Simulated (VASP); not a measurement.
The system is PbS (Galena).

```xyz
2
Lattice="0.0000 2.9657 2.9657 2.9657 0.0000 2.9657 2.9657 2.9657 0.0000" Properties=species:S:1:pos:R:3 pbc="T T T"
Pb    0.0000    0.0000    0.0000
S     2.9657    2.9657    2.9657
```

| Item | Value |
| --- | --- |
| Program | VASP 6.6.1 |
| Task | relaxation of cell and atoms |
| Functional | LDA |
| Potentials or basis | VASP PAW LDA potentials, release 64 (Pb_d, S) |
| Cutoff | 600 eV |
| k mesh | 8 × 8 × 8 |
| Occupations | gaussian, width 0.03 eV |
| Spin | no spin polarisation |

At the start: pressure -2.5 GPa; volume 26.09 Å³/atom.

Question: Where does the relaxation end?

Answer: Over 3 steps the energy falls by 8.6 meV/atom and the volume is 25.00 Å³/atom (-4.2 %); space group Fm-3m (No. 225, to 0.05 Å).

Step by step:
```
step  energy change (eV)  largest force (eV/Å)  pressure (GPa)  volume (Å³)
   1              0.0000                0.0000           -2.49        52.17
   2             -0.0144                0.0000            1.05        49.16
   3             -0.0172                0.0000            0.01        50.00
```

Final structure:
```
Pb S
1.0
     0.00000    2.92411    2.92411
     2.92411    0.00000    2.92411
     2.92411    2.92411    0.00000
Pb S
1 1
Direct
  0.00000 0.00000 0.00000
  0.50000 0.50000 0.50000
```
